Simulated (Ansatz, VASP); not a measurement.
## WS in VASP and in Ansatz

```xyz
2
Lattice="3.2404 0.0000 0.0000 0.0000 3.2404 0.0000 0.0000 0.0000 3.2404" Properties=species:S:1:pos:R:3 pbc="T T T"
W     0.0000    0.0000    0.0000
S     1.6202    1.6202    1.6202
```

Alike in both runs: functional PBE; k mesh 14 × 14 × 14; occupations gaussian, width 0.1 eV; no spin polarisation; Hubbard terms W d U = 6.2 eV.

Ansatz relaxed the structure, and its values are those at the end. VASP's run is a single point on that final structure, the one shown.

|  | VASP | Ansatz |
| --- | --- | --- |
| version | VASP 6.6.1 | Ansatz 0.2.0 |
| potentials or method | VASP PAW PBE potentials, release 64 (W_sv, S) | scalar-relativistic, plane waves, PAW |
| plane-wave cutoff (eV) | 520 | 420 |
| valence electrons in the cell | 20 | 20 |

Ansatz gave:

* pressure (GPa): 0.0

Which values does VASP return?

Pressure (GPa): -24.7.

The programs project onto different local orbitals, so the same U acts differently. Ansatz warned: «filled_band_counts_differ_across_k_points».

Caveats: U without spin polarisation on a metal has little footing. Spin-orbit coupling is left out, which matters for the levels of W.
